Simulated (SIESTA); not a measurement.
**C under changes of volume**

One of the cells (9.153 Å³/atom); the others are scaled copies at fixed shape and fractional positions:

```xyz
2
Lattice="2.1273 -1.2283 0.0000 2.1273 1.2283 0.0000 -1.3791 0.0000 3.5028" Properties=species:S:1:pos:R:3 pbc="T T T"
C    -0.6699    0.0000    3.5025
C     3.5455    0.0000    0.0003
```

This is a stacking variant of graphite.

- Program: SIESTA 5.4.2
- Functional: LDA
- Potentials or basis: PseudoDojo 0.4 standard (LDA files)
- Basis: DZP (energy shift 0.003 Ry)
- Grid cutoff: 500 Ry
- Energy shift: 0.003 Ry
- k mesh: 13 × 13 × 8
- Occupations: fermi-dirac, width 0.05 eV
- Spin: no spin polarisation

```tsv
volume (Å³/atom)	energy over the lowest point (meV/atom)	pressure (GPa)	gap on the mesh (eV)	largest force (eV/Å)
8.604	54.37	25.0	0.94	0.012
8.787	29.91	17.9	0.93	0.011
8.970	13.13	11.5	0.92	0.010
9.153	3.37	5.7	0.91	0.008
9.336	0.00	0.3	0.91	0.006
9.519	?	?	?	?
9.702	10.29	-9.0	0.89	0.004
```

What does the run at 9.519 Å³/atom give?

Energy over the lowest point 2.48 meV/atom; pressure -4.6 GPa; gap on the mesh 0.90 eV; largest force 0.005 eV/Å.

Worked out: A Birch-Murnaghan fit of order 3 (a polynomial in V^(-2/3)) to the other rows has its minimum at 9.35 Å³/atom with B0 = V·E''(V) = 260 GPa and B' = 3.6 at fixed shape and positions, which overstates the stiffness. It gives 2.48 meV/atom at 9.519 Å³/atom, against the run's 2.48, and -dE/dV = -4.6 GPa, against -4.6. A straight line through the other rows of the gap, of slope -0.4 eV per unit of ln V, gives 0.90 eV, against the run's 0.90.

Energies are extrapolated to zero smearing.

Caveats: an odd mesh through Γ misses points on the zone boundary, where band edges often lie; the basis of atomic orbitals isn't converged, which shifts pressures, moduli and gaps.
